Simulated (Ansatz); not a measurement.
The parent structure is BaSnO3 in the cubic perovskite structure (space group Pm-3m, No. 221; a = 4.131 Å).

All numbers come from r2SCAN (Ansatz, a first-principles code; PAW; 500 eV plane waves; without spin-orbit coupling).

One change was made to it. Results:

```tsv
quantity	base	after
electron mass	0.19 mₑ (at Γ)	0.19 mₑ (at Γ)
band gap	1.56 eV	1.48 eV
lattice parameter a	4.131 Å	4.140 Å
smallest direct gap	2.04 eV	1.96 eV
```

**Question.** What was done to the base?
A) pressure −2 GPa
B) pressure −1 GPa
C) pressure 1.5 GPa

**Answer.** B, pressure −1 GPa. For comparison, the band gap in the other runs: pressure −2 GPa gives 1.40 eV; pressure 1.5 GPa gives 1.69 eV.

Load acts through the strain it causes; cell and atoms are relaxed under it. Masses are band curvatures over ±0.01 Å⁻¹ around the edge. Stability against distortions was not tested.
